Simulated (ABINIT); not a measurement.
Runs of ABINIT 10.8.3 (patched build) on MoS2. It takes space group R-3m (No. 166, trigonal). Conventional cell: a = 3.171 Å, b = 3.171 Å, c = 18.345 Å, α = 90.00°, β = 90.00°, γ = 120.00°. Mo (site symmetry -3m) has 6 S at 2.39 Å as nearest neighbours. S (site symmetry 3m) is surrounded by 3 Mo at 2.39 Å. Measurements of this composition are mostly on another form, of space group No. 194.

| level | potentials or basis | cutoff (eV) | gap on the mesh (eV) | pressure (GPa) | largest force (eV/Å) |
| --- | --- | --- | --- | --- | --- |
| PBEsol | PseudoDojo NC SR PBEsol v0.4.1 standard | 980 | none | (b) | 0.75 |
| LDA | PseudoDojo NC SR LDA v0.4.1 standard | 1088 | none | 0.2 | 0.57 |
| AM05 | PseudoDojo NC SR PBEsol v0.4.1 standard | 980 | none | 2.5 | (a) |
| LDA | PseudoDojo NC SR LDA v0.4.1 standard | 952 | none | 0.0 | 0.57 |

Alike in all rows: task single point; no spin polarisation; cell as given; k mesh 8 × 8 × 8; smearing fermi-dirac 0.05 eV.

**Question.** Estimate the missing entries.

**Answer.** (a) 0.62; (b) 2.9.

Caveats: the cell's inner coordinates are idealised or old, which leaves forces on the atoms; the potentials were made for another functional, which shifts forces and pressure (some runs).

A k mesh can miss the band edges, and the runs leave out spin-orbit coupling on Mo.

A gap of «none» marks a metal or a gap under the smearing width.

Not every run made on this cell is shown here.
